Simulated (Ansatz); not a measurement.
**SiSe₂**

Level of theory: DFT, PBE, scalar-relativistic, no spin polarisation; plane waves to 420 eV with PAW datasets (Ansatz 0.2.0), Γ-centred 6×6×6 mesh, 0.05 eV Gaussian smearing. The datasets are Ansatz's generated set soft_2.

```cif
data_structure
_symmetry_space_group_name_H-M 'P 1'
_symmetry_Int_Tables_number 1
_cell_length_a 7.1655
_cell_length_b 7.1655
_cell_length_c 7.1655
_cell_angle_alpha 124.246
_cell_angle_beta 77.293
_cell_angle_gamma 131.088
_cell_volume 222.49
loop_
_atom_site_label
_atom_site_type_symbol
_atom_site_fract_x
_atom_site_fract_y
_atom_site_fract_z
_atom_site_occupancy
Si1 Si 0.25000 0.25000 0.00000 1
Si2 Si 0.75000 0.75000 0.00000 1
Se1 Se 0.11013 0.81249 0.92263 1
Se2 Se 0.88987 0.18751 0.07737 1
Se3 Se 0.61013 0.68751 0.29764 1
Se4 Se 0.38987 0.31249 0.70236 1
```

The chain of runs began from a cell as deposited in COD, expanded in volume. The relaxation kept the space group but changed the cell's proportions, one axis by 6 % at equal volume, so the results may not describe the measured structure. The database's entry of this formula in the relaxed cell's space group, Ibam, has axes of 5.851 × 5.998 × 9.669 Å and 28.28 Å³/atom (1982), the relaxed one 5.933 × 6.701 × 11.193 Å and 37.08.

The cell above was scaled in volume, and shape and atoms were relaxed at each volume within its symmetry. Energies are counted from the cell above.

The cell is relaxed to zero pressure at this level.

| V (Å³/atom) | ΔE (meV/atom) | P (GPa) | gap on the mesh (eV) |
| --- | --- | --- | --- |
| 35.60 | ? | ? | ? |
| 36.34 | 0.0 | 0.02 | 2.25 |
| 37.08 | 0.0 | -0.01 | 2.26 |
| 37.82 | 0.1 | -0.02 | 2.28 |
| 38.56 | 0.2 | -0.03 | 2.29 |

(1) Fill in the withheld row.

(2) Can a bulk modulus be trusted from these points?

Answers:

(1) ΔE (meV/atom): 0.2, P (GPa): 0.05, gap on the mesh (eV): 2.22.

(2) No. The energies are smooth (scatter 0.00 meV/atom), but the fit's B0′ of 12.3 is out of the usual range: the curve is too flat or too lopsided over this range, as for soft or weakly bound crystals, and a third-order form can't fix it.

The fit puts its minimum at 36.87 Å³/atom, 0.6 % under the cell above, so zero pressure fixes the volume only loosely here.

Semilocal functionals underestimate band gaps, commonly by a third or more. The structure is built of weakly bound chains, and this functional has no dispersion term, so their spacing and all that hangs on it (volume, the soft elastic constants, low modes, dielectric constants) are poorly given.
